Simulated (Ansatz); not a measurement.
Molecular dynamics on a 2×2×2 supercell (16 atoms) of MgSe (Fm-3m), relaxed with r2SCAN. Forces come from r2SCAN in Ansatz 0.2.0: constant energy and volume (NVE), velocities drawn at 1000 K, steps of 2 fs. Computed, non-magnetic; the trajectory is short and the cell small, so nothing here is a converged average.

```yaml
crystal:
  lattice:
    - [0.0, 5.4725512206, 5.4725512206]
    - [5.4725512206, 0.0, 5.4725512206]
    - [5.4725512206, 5.4725512206, 0.0]
  atoms:
    - { symbol: Mg, position: [0.0, 0.0, 0.0] }
    - { symbol: Se, position: [0.25, 0.25, 0.25] }
    - { symbol: Mg, position: [0.0, 0.0, 0.5] }
    - { symbol: Se, position: [0.25, 0.25, 0.75] }
    - { symbol: Mg, position: [0.0, 0.5, 0.0] }
    - { symbol: Se, position: [0.25, 0.75, 0.25] }
    - { symbol: Mg, position: [0.0, 0.5, 0.5] }
    - { symbol: Se, position: [0.25, 0.75, 0.75] }
    - { symbol: Mg, position: [0.5, 0.0, 0.0] }
    - { symbol: Se, position: [0.75, 0.25, 0.25] }
    - { symbol: Mg, position: [0.5, 0.0, 0.5] }
    - { symbol: Se, position: [0.75, 0.25, 0.75] }
    - { symbol: Mg, position: [0.5, 0.5, 0.0] }
    - { symbol: Se, position: [0.75, 0.75, 0.25] }
    - { symbol: Mg, position: [0.5, 0.5, 0.5] }
    - { symbol: Se, position: [0.75, 0.75, 0.75] }
kpoints:
  mp_grid: { grid: [2, 2, 2] }
hamiltonian:
  xc: r2scan
scf:
  occupations: { method: fermi_dirac, width: 0.086 }
md:
  ensemble: nve
  temperature: 1000
  timestep: 2.0
  n_steps: 30
  initial_velocities: maxwell_boltzmann
  seed: 4867
```

Run as `ansatz run input.yaml --threads 4 --pin off --max-ram 3686MiB --backend cpu --events-out ev --progress --plain --runs-dir out`.

Task: What wall time did it need on 4 threads of Arm Neoverse V1, on a shared host, and what peak of host memory did it reach?

Result: About 4.6 min, with a peak of 2.2 GiB.

| step | t (fs) | T (K) | free energy F from step 0 (meV/atom) | kinetic energy (meV/atom) | largest force (eV/Å) |
| --- | --- | --- | --- | --- | --- |
| 0 | 0 | 1000 | 0.0 | 121.2 | 0.00 |
| 1 | 2 | 996 | 0.4 | 120.7 | 0.15 |
| 2 | 4 | 986 | 1.8 | 119.4 | 0.29 |
| 3 | 6 | 968 | 3.9 | 117.3 | 0.44 |
| 4 | 8 | 944 | 6.8 | 114.4 | 0.57 |
| 5 | 10 | 914 | 10.4 | 110.8 | 0.70 |
| 6 | 12 | 880 | 14.5 | 106.7 | 0.82 |
| 7 | 14 | 842 | 19.1 | 102.1 | 0.93 |
| 8 | 16 | 802 | 24.0 | 97.2 | 1.03 |
| 9 | 18 | 760 | 29.1 | 92.1 | 1.12 |
| 10 | 20 | 717 | 34.3 | 86.9 | 1.20 |
| 11 | 22 | 675 | 39.4 | 81.9 | 1.26 |
| 12 | 24 | 635 | 44.3 | 76.9 | 1.32 |
| 13 | 26 | 597 | 49.0 | 72.3 | 1.36 |
| 14 | 28 | 561 | 53.3 | 68.0 | 1.38 |
| 15 | 30 | 529 | 57.2 | 64.0 | 1.39 |
| 16 | 32 | 500 | 60.7 | 60.5 | 1.39 |
| 17 | 34 | 474 | 63.8 | 57.5 | 1.38 |
| 18 | 36 | 452 | 66.5 | 54.8 | 1.35 |
| 19 | 38 | 433 | 68.7 | 52.5 | 1.31 |
| 20 | 40 | 417 | 70.7 | 50.6 | 1.27 |
| 21 | 42 | 404 | 72.3 | 49.0 | 1.21 |
| 22 | 44 | 393 | 73.7 | 47.6 | 1.14 |
| 23 | 46 | 383 | 74.9 | 46.4 | 1.18 |
| 24 | 48 | 374 | 75.9 | 45.3 | 1.24 |
| 25 | 50 | 366 | 76.9 | 44.4 | 1.29 |
| 26 | 52 | 359 | 77.7 | 43.5 | 1.34 |
| 27 | 54 | 352 | 78.5 | 42.7 | 1.39 |
| 28 | 56 | 346 | 79.3 | 41.9 | 1.43 |
| 29 | 58 | 340 | 80.0 | 41.2 | 1.46 |
| 30 | 60 | 335 | 80.6 | 40.6 | 1.48 |

The temperature goes from 1000 K to 335 K in 60 fs. The atoms start on their lattice sites with kinetic energy alone, so much of it first passes into potential energy. The conserved energy stays within 0.08 meV an atom. By the last step the atoms have moved 0.28 Å in the root mean square, the drift of the whole cell taken out, 0.41 Å at most.

Positions (Å) and forces (eV/Å) at step 30:
```
Mg  -0.246   0.136   0.029     0.206  -0.393  -0.384
Se   3.015   2.700   3.036    -0.765  -0.072  -0.435
Mg   2.760   2.928  -0.022    -0.217  -0.830   0.120
Se   5.544   5.229   2.698    -0.071   0.795  -0.156
Mg   2.997   0.133   2.650    -0.342  -0.343  -0.003
Se   5.430   2.719   5.574    -0.058   0.210   0.069
Mg   5.729   2.669   2.858    -0.388  -0.556  -0.072
Se   7.933   5.358   5.536     1.026   0.987  -0.419
Mg   0.107   2.424   2.709     0.197   0.514  -0.042
Se   2.545   5.782   5.374     0.589  -0.871   0.415
Mg   2.740   5.291   2.643     0.085   0.266   0.412
Se   5.350   8.282   5.262     0.701  -0.093   0.642
Mg   2.591   3.026   5.698     0.081  -0.009  -0.851
Se   5.588   5.423   8.130    -0.477   0.266   0.160
Mg   5.366   5.537   5.327    -0.430   0.010   0.444
Se   8.329   8.209   8.170    -0.136   0.121   0.102
```
